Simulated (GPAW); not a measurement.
Entries from a set of simulations; values are calculated unless marked as measured.

```json
{"subject": "How the form of the self-energy moves the gap of SrCl2 (1T monolayer)", "lattice_ang": [[4.3053, 0.0, 0.0], [-2.1527, 3.7285, 0.0], [0.0, 0.0, 14.4]], "atoms": [["Sr", 0.0, 0.0, 0.5], ["Cl", 0.3333, 0.6667, 0.5955], ["Cl", 0.6667, 0.3333, 0.4045]], "method": "DFT, LDA, plane waves, PAW (and 3 further levels or steps)", "program": "GPAW 26.7.0", "settings": "cutoff 450 eV, GPAW PAW setups 1.2.1 data release, 6×6×1 k-mesh, nbands 385", "notes": "The structure was relaxed with LDA. Limits: no spin-orbit coupling.", "results": {"one_shot_hse06": "7.468 eV", "g0w0_extrapolated_in_the_cutoff": "9.480 eV", "one_shot_hartree_fock": "14.126 eV", "known_limits": "short of the basis limit; no spin-orbit coupling"}}
```

[Long decimals in the printed logs are rounded to 6 places.]

[Logs are printed without paths, hosts, clocks, repeated set-up lines and the standing remarks that a program may print on its own settings, such as how far it seeks lower states.]

[Paths, hosts, dates, memory and timing lines, banners, echoed tables and standing remarks are left out of the program output; an Ansatz launch command may be rebuilt from the run's recorded settings. Measured values are a selection of at most five: reports struck by readers or far from the other reports are left out. None is set beside runs whose start may be inverted or whose files or cutoffs have a known fault.]

[Runs of the session that timed out or met a known fault of the program may be left out.]

[Hosts, paths, dates, database ids (printed as entryN), source tags and the programs' standing remarks are cut or masked in the printed files.]

[Where the starting crystal was built by hand or by swapping elements, it need not be the compound's stable phase.]
